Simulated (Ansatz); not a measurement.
# Pb started in the widest void in rocksalt PbTe, 65 atoms, charge +1

Level of theory: DFT, PBEsol, PAW, plane waves in Ansatz 0.2.0.

Command:

```sh
ansatz run in.yaml --threads 8 --pin off --max-ram 118750MiB --runs-dir r --events-out ev --progress --plain --backend cuda --devices 0,
```

The input less its lattice and atoms (starting moments on atoms near the defect: 1 μB in all):

```yaml
crystal:
  symmetry: { detect: false }
kpoints:
  mp_grid: { grid: [1, 1, 1], shift: [0.25, 0.25, 0.25] }
hamiltonian:
  xc: pbesol
total_charge: 1
magnetization:
  spin_polarized: true
scf:
  occupations: { method: fermi_dirac, width: 0.01 }
relax:
  f_tol: 0.03
  max_steps: 80
  escape_saddle: false
  adjacent_minimum: "off"
output:
  forces: true
  eigenvalues: true
  populations: true
  charged_corrections: { epsilon: 400 }
```

Start:

```
Te Pb
1.0
    12.88000    0.00000    0.00000
     0.00000   12.88000    0.00000
     0.00000    0.00000   12.88000
Te Pb
32 33
Direct
  0.25168 0.00001 0.99841
  0.25004 0.99929 0.49832
  0.25208 0.49698 0.99638
  0.24964 0.49907 0.49728
  0.74912 0.00008 0.99986
  0.75296 0.99982 0.50261
  0.74656 0.49967 0.00034
  0.74794 0.50346 0.50061
  0.00068 0.24835 0.00292
  0.99959 0.25018 0.49740
  0.00042 0.75218 0.00049
  0.99856 0.75067 0.50069
  0.49837 0.24974 0.99952
  0.49944 0.24910 0.49875
  0.50195 0.74879 0.00027
  0.50262 0.75133 0.50033
  0.99949 0.00157 0.25108
  0.00090 0.99969 0.74996
  0.99670 0.50196 0.25092
  0.99982 0.50032 0.74937
  0.49992 0.00080 0.24816
  0.50137 0.99801 0.74976
  0.49951 0.49955 0.24949
  0.50059 0.49877 0.75072
  0.25034 0.25257 0.25252
  0.25144 0.25070 0.75199
  0.25037 0.74934 0.25041
  0.24945 0.74957 0.74948
  0.74950 0.24994 0.24955
  0.74950 0.24954 0.74911
  0.75050 0.75155 0.25027
  0.74982 0.75113 0.74801
  0.99994 0.00172 0.00131
  0.00103 0.99743 0.49978
  0.00015 0.49838 0.99667
  0.00034 0.50183 0.50186
  0.50078 0.99920 0.00049
  0.50058 0.00231 0.50048
  0.50139 0.49981 0.00366
  0.50056 0.49955 0.50095
  0.24895 0.24707 0.99657
  0.24869 0.25302 0.49907
  0.25069 0.75084 0.00005
  0.24932 0.74924 0.50053
  0.75009 0.24981 0.00006
  0.75011 0.25070 0.49945
  0.75206 0.74784 0.99979
  0.74732 0.74619 0.50026
  0.24783 0.00225 0.24953
  0.24987 0.99984 0.74788
  0.25149 0.50109 0.25111
  0.24969 0.50072 0.74926
  0.74958 0.99916 0.24773
  0.75006 0.00265 0.75200
  0.74918 0.49777 0.25220
  0.75113 0.49853 0.74984
  0.00007 0.25158 0.25098
  0.99971 0.24948 0.74861
  0.00149 0.74784 0.25100
  0.00073 0.74940 0.75007
  0.50066 0.24962 0.25100
  0.50066 0.24860 0.75067
  0.50042 0.74759 0.25145
  0.49627 0.75221 0.75022
  0.37485 0.37436 0.37787
```

Steps:

```tsv
step	energy less the first (eV)	largest force component (eV/Å)
start	0.000	2.036
1	-2.800	0.786
2	-3.514	0.370
3	-3.628	0.079
4	-3.636	0.007
```

A structure on the way, about -3.51 eV from the start:

```
Te Pb
1.0
    12.88000    0.00000    0.00000
     0.00000   12.88000    0.00000
     0.00000    0.00000   12.88000
Te Pb
32 33
Cartesian
  3.2293 12.8672 12.8627
  3.2360 12.8575 6.4218
  3.2288 6.4209 0.0011
  3.0540 6.5859 6.5679
  9.6631 0.0068 12.8786
  9.6741 0.0045 6.4364
  9.6686 6.4459 12.8689
  9.6448 6.4570 6.4306
  12.8704 3.2261 12.8757
  12.8527 3.2238 6.4320
  0.0134 9.6635 12.8785
  0.0001 9.6670 6.4344
  6.4265 3.2287 0.0112
  6.6070 3.0622 6.5814
  6.4538 9.6698 12.8659
  6.4504 9.6433 6.4302
  12.8745 0.0088 3.2219
  0.0075 0.0018 9.6593
  0.0014 6.4510 3.2140
  0.0064 6.4422 9.6543
  6.4400 0.0054 3.2088
  6.4474 12.8799 9.6527
  6.5381 6.5529 3.1091
  6.4515 6.4431 9.6520
  3.0833 3.0940 3.1023
  3.2366 3.2366 9.6932
  3.2436 9.6571 3.2213
  3.2225 9.6694 9.6552
  9.6512 3.2416 3.2186
  9.6678 3.2313 9.6543
  9.6778 9.6769 3.2066
  9.6598 9.6680 9.6438
  12.8765 12.8731 12.8713
  12.8633 12.8515 6.4413
  12.8726 6.4457 12.8511
  12.8496 6.4497 6.4425
  6.4521 12.8692 12.8588
  6.4605 12.8492 6.4463
  6.4714 6.4646 0.0147
  6.6013 6.6021 6.6032
  3.1978 3.1947 12.8573
  2.9982 3.0086 6.6618
  3.2247 9.6732 12.8547
  3.2038 9.6866 6.4581
  9.6775 3.2086 12.8484
  9.6858 3.2089 6.4498
  9.6785 9.6611 12.8623
  9.6789 9.6746 6.4293
  3.1971 12.8566 3.1885
  3.2151 12.8649 9.6704
  3.0888 6.6042 3.0684
  3.2224 6.4690 9.6905
  9.6730 12.8585 3.2027
  9.6654 0.0038 9.6555
  9.6611 6.4545 3.2031
  9.6986 6.4516 9.6825
  12.8478 3.2087 3.2012
  12.8604 3.2093 9.6789
  12.8727 9.6778 3.2124
  12.8711 9.6608 9.6569
  6.6045 3.0785 3.0738
  6.4643 3.2184 9.6998
  6.4683 9.6578 3.2002
  6.4374 9.6949 9.6829
  4.7275 4.7228 4.9574
```

End:

```
Te Pb
1.0
    12.88000    0.00000    0.00000
     0.00000   12.88000    0.00000
     0.00000    0.00000   12.88000
Te Pb
32 33
Direct
  0.25046 0.99868 0.99799
  0.25320 0.99446 0.49749
  0.25068 0.49837 0.00158
  0.23419 0.51327 0.51606
  0.75026 0.00094 0.99912
  0.75257 0.00032 0.49883
  0.75102 0.50075 0.99806
  0.74988 0.50097 0.49842
  0.99876 0.25044 0.99801
  0.99462 0.25316 0.49754
  0.00108 0.75021 0.99903
  0.00030 0.75252 0.49876
  0.49845 0.25059 0.00160
  0.51334 0.23418 0.51599
  0.50088 0.75091 0.99804
  0.50095 0.74983 0.49839
  0.00003 0.00000 0.24872
  0.00152 0.00143 0.74839
  0.99855 0.50052 0.24921
  0.99982 0.50126 0.74993
  0.50054 0.99845 0.24908
  0.50134 0.99978 0.74980
  0.50680 0.50666 0.24201
  0.50044 0.50041 0.75102
  0.23861 0.23856 0.23899
  0.25245 0.25239 0.75576
  0.25194 0.74965 0.24953
  0.25070 0.75226 0.74970
  0.74974 0.25186 0.24954
  0.75234 0.25062 0.74971
  0.75157 0.75147 0.24875
  0.75040 0.75031 0.74861
  0.99960 0.99952 0.99759
  0.99924 0.99917 0.49832
  0.99886 0.50025 0.99760
  0.99667 0.50247 0.49969
  0.50031 0.99877 0.99748
  0.50259 0.99660 0.49949
  0.50282 0.50268 0.00200
  0.51669 0.51663 0.51510
  0.24775 0.24765 0.99990
  0.22503 0.22484 0.52543
  0.25004 0.75050 0.99765
  0.25058 0.75091 0.50060
  0.75062 0.24988 0.99759
  0.75100 0.25050 0.50058
  0.75116 0.75097 0.99790
  0.75366 0.75365 0.49873
  0.24899 0.99789 0.24668
  0.25091 0.99936 0.75061
  0.23654 0.51400 0.23621
  0.25046 0.50330 0.75459
  0.75124 0.99912 0.24800
  0.75145 0.00004 0.74894
  0.74830 0.50240 0.24644
  0.75254 0.50089 0.75082
  0.99798 0.24902 0.24676
  0.99943 0.25073 0.75063
  0.99924 0.75121 0.24794
  0.00013 0.75137 0.74890
  0.51413 0.23647 0.23630
  0.50334 0.25034 0.75457
  0.50248 0.74816 0.24641
  0.50098 0.75242 0.75084
  0.36440 0.36444 0.39344
```

The calculation finished and met its thresholds.

Time: 27 s of wall time on one NVIDIA GB300 with 8 processor threads, on a host shared with other runs; peak host memory 2.6 GiB.

Problem. How much energy did the relaxation gain, and which atom moved most?

Solution. 3.64 eV in 4 steps, from a start with small random displacements (neighbours that lie too close to an added atom are first pushed off); atom 42 (Pb) moved 0.58 Å, the median atom 0.05 Å (drift of the whole cell removed).

The moment started at 1 μB and ended at 1.0 μB; no other spin state is shown. The one k point has no symmetry partners, which can distort the end along one axis.
